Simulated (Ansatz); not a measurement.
Results of PBEsol-D3(BJ) in Ansatz (plane waves, PAW) for zinc-blende ZnTe.

Run with plane-wave cutoff 520 eV, 10×10×10 k mesh, Fermi–Dirac smearing 0.01 eV, scalar-relativistic PAW data made under PBE.

Energies at three volumes about the minimum:

```csv
V (Å³/atom),E − E_lowest (meV/atom)
26.348,1.96
26.886,0.00
27.424,1.78
```

Fit a parabola by hand: where is the minimum, what lattice constant follows, and what is the bulk modulus?

Slopes: (0.00 − 1.96)/(26.886 − 26.348) = -3.643 and (1.78 − 0.00)/(27.424 − 26.886) = 3.309 meV/Å³. Curvature E″ = 2 × (3.309 − (-3.643))/(27.424 − 26.348) = 12.922 meV/Å⁶. From the middle of the first interval, the slope vanishes at V0 = 26.6170 − (-3.643)/12.922 = 26.899 Å³/atom. B = V0 E″ = 26.899 × 12.922 meV/Å³ × 0.1602 GPa per meV/Å³ = 55.7 GPa. With 8 atoms in the cube, a = (8 × 26.899)^(1/3) = 5.993 Å. The full Birch–Murnaghan fit to all volumes gives V0 = 26.888 Å³/atom and B0 = 55.6 GPa.

Measured, for comparison: bulk modulus 51 ± 3 GPa (room temperature, not corrected to a static lattice; as tabulated in Determination of phase transition pressures of ZnTe under quasihydrostatic …); lattice constant a 6.104 Å (room temperature, not corrected to a static lattice, our sources range from 6.089 to 6.104; as tabulated in Albrecht et al. (1997), arXiv:cond-mat/9706128). Computed (rounded) less measured: bulk modulus +9 %. A static lattice is as a rule a little smaller and stiffer than an uncorrected measurement, which narrows the difference in the bulk modulus and would widen misses of the other sign.

Ansatz is an electronic-structure program.
